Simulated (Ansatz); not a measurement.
Planning a run of Ansatz 0.2.0 on GaN (P6_3mc). The input:

```yaml
crystal:
  lattice:
    - [3.19, 0.0, 0.0]
    - [-1.595, 2.7626210381, 0.0]
    - [0.0, 0.0, 5.189]
  atoms:
    - { symbol: Ga, position: [0.6666666667, 0.3333333333, 0.0] }
    - { symbol: Ga, position: [0.3333333333, 0.6666666667, 0.5] }
    - { symbol: "N", position: [0.6666666667, 0.3333333333, 0.375] }
    - { symbol: "N", position: [0.3333333333, 0.6666666667, 0.875] }
kpoints:
  mp_grid: { grid: [12, 12, 4] }
  band_path:
    path:
      - [[0.0, 0.0, 0.0], [0.5, 0.0, 0.0], [0.33333333, 0.33333333, 0.0], [0.0, 0.0, 0.0], [0.0, 0.0, 0.5], [0.5, 0.0, 0.5], [0.33333333, 0.33333333, 0.5], [0.0, 0.0, 0.5]]
      - [[0.5, 0.0, 0.5], [0.5, 0.0, 0.0]]
      - [[0.33333333, 0.33333333, 0.5], [0.33333333, 0.33333333, 0.0]]
    npoints: 10
hamiltonian:
  xc: pbe
  pseudopotentials: { kind: paw, azcp: { folder: "./paw" } }
scf:
  occupations: { method: fermi_dirac, width: 0.02 }
  n_extra_bands: 5
output:
  eigenvalues: true
  write_density: true
  write_potential: true
  elf: true
  volumetric_format: npy
```

The database entry behind the starting cell has ideal inner coordinates that were not refined, so it need not match the best structure at ambient conditions.

```sh
ansatz run input.yaml --threads 3 --pin off --max-ram 92160MiB --backend cuda --events-out ev --progress --plain --runs-dir out --devices 1 --max-vram 13GiB
```

**Question.** How long will it take on 1 × NVIDIA H100 80GB HBM3 (shared by 6 runs) with 3 threads of AMD EPYC 7R13 (Zen 3), shared host, and how much memory?

It took 19 s; on shared hardware allow 9.6 s to 38 s. Peak host memory was 0.92 GiB. The sizes that set the cost: 917 plane waves a state, 57 irreducible k points and 9 SCF cycles.

[Paths, hosts, dates, memory and timing lines, banners, echoed tables and standing remarks are left out of the program output.]

[Logs are printed without paths, hosts, clocks, repeated set-up lines and the standing remarks that a program may print on its own settings, such as how far it seeks lower states.]

[Runs of the session that timed out or met a known fault of the program may be left out.]

[Cells called generated may have been cut or substituted from an entry of the Crystallography Open Database or the Materials Project.]

[Hosts, paths, dates, database ids (printed as entryN), source tags and the programs' standing remarks are cut or masked in the printed files.]
